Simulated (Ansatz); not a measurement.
## CsBr: one input, then a changed one

Structure from Materials Project entry mp-22906 (possibly hypothetical), not relaxed further. The listed cell was then made from it by scaling, straining or moving an atom.

First run: DFT, PBE, all-electron PAW with datasets made for the crystal, scalar-relativistic (Ansatz 0.2.0).

Command: `ansatz run input.yaml --threads 1 --pin off --max-ram 2048MiB --backend cpu --events-out ev --progress --plain --runs-dir out` The run took 3.1 s on 1 thread of Arm Neoverse V2, with other jobs on the host, peak memory 0.4 GiB.

```yaml
crystal:
  lattice:
    - [4.4104598805, 0.0, 0.0]
    - [0.0, 4.4104598805, 0.0]
    - [0.0, 0.0, 4.4104598805]
  atoms:
    - { symbol: Cs, position: [0.0, 0.0, 0.0] }
    - { symbol: Br, position: [0.5, 0.5, 0.5] }
kpoints:
  mp_grid: { grid: [6, 6, 6] }
scf:
  occupations: { method: fermi_dirac, width: 0.02 }
hamiltonian:
  xc: pbe
  pseudopotentials: { kind: all_electron, datasets: crystal }
output:
  forces: true
  stress: true
  eigenvalues: true
  efg: { contact_densities: true }
```

Result: converged; pressure -0.17 GPa; gap on the k mesh 4.20 eV; 8 SCF iterations.

Spin–orbit coupling is left out, though it moves levels of the heavy atoms by tenths of an eV or more.

The input is then changed:

```diff
@@ -19,3 +19,4 @@
   eigenvalues: true
   efg: { contact_densities: true }
+accuracy: high
```

Predict the outcome of the changed run.

It was refused before any iteration. The program says:
```
Error: hamiltonian.pseudopotentials.datasets: crystal, beside a feature not held to (accuracy, as the run sets its own cutoffs) — the datasets of this kind: all_electron run are made for its crystal, and no such run has been held to what stands beside, or a reason given rules it out; change each as told or leave it out, or set another kind (and leave the keys of all_electron out)
```
